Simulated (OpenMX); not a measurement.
Runs of OpenMX 3.8.5 on HgTe (Coloradoite). The structure is cubic, space group F-43m (No. 216). The conventional cell has a = 6.342 Å, b = 6.342 Å, c = 6.342 Å, α = 90.00°, β = 90.00°, γ = 90.00°. Hg (site symmetry -43m) is surrounded by 4 Te at 2.75 Å. Te (site symmetry -43m) is surrounded by 4 Hg at 2.75 Å. 

```csv
cell,pressure (GPa)
"F-43m, 31.89 Å³/atom",(b)
"F-43m, 34.54 Å³/atom",4.5
"F-43m, 29.23 Å³/atom",16.8
"F-43m, 33.22 Å³/atom",6.8
"F-43m, 30.56 Å³/atom",(a)
```

Alike in all rows: task band structure; level PBE; potentials or basis OpenMX 2013 PBE set, Hg8.0-s3p2d2f1, Te7.0-s3p2d2f1, grid cutoff 500 Ry; no spin polarisation; k mesh 5 × 5 × 5; smearing fermi-dirac 0.05 eV.

Problem. Estimate the missing entries.

Solution. (a) 12.7; (b) 9.4.

Caveats: the basis has few d functions beyond the semicore shells, which can make volumes several per cent too large; the basis of atomic orbitals isn't converged, which shifts pressures, moduli and gaps.
